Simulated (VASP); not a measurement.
Crystal: CdSe.

```xyz
2
Lattice="0.0000 2.8740 2.8740 2.8740 0.0000 2.8740 2.8740 2.8740 0.0000" Properties=species:S:1:pos:R:3 pbc="T T T"
Cd    0.0000    0.0000    0.0000
Se    2.8740    2.8740    2.8740
```

Measurements of this composition are mostly on another form, of space group No. 186.

* Program: VASP 6.6.1
* Task: relaxation of cell and atoms
* Functional: PBEsol
* Potentials or basis: VASP PAW PBE potentials, release 64 (Cd, Se)
* Cutoff: 580 eV
* k mesh: 12 × 12 × 12
* Occupations: gaussian, width 0.1 eV
* Spin: no spin polarisation

At the start: pressure -3.6 GPa; volume 23.74 Å³/atom.

Question: How do energy, volume and symmetry change on relaxing?

Answer: Over 3 steps the energy falls by 15.9 meV/atom and the volume is 22.40 Å³/atom (-5.7 %); space group Fm-3m (No. 225, to 0.05 Å).

The path:
| step | energy change (eV) | largest force (eV/Å) | pressure (GPa) | volume (Å³) |
| --- | --- | --- | --- | --- |
| 1 | 0.0000 | 0.0000 | -3.58 | 47.48 |
| 2 | -0.0279 | 0.0000 | 1.47 | 43.93 |
| 3 | -0.0318 | 0.0000 | 0.00 | 44.79 |

Final structure:
```
Cd Se
1.0
     0.00000    2.81874    2.81874
     2.81874    0.00000    2.81874
     2.81874    2.81874    0.00000
Cd Se
1 1
Direct
  0.00000 0.00000 0.00000
  0.50000 0.50000 0.50000
```

Caveat: the PAW data sets were made with another functional, which shifts forces and pressure a little.
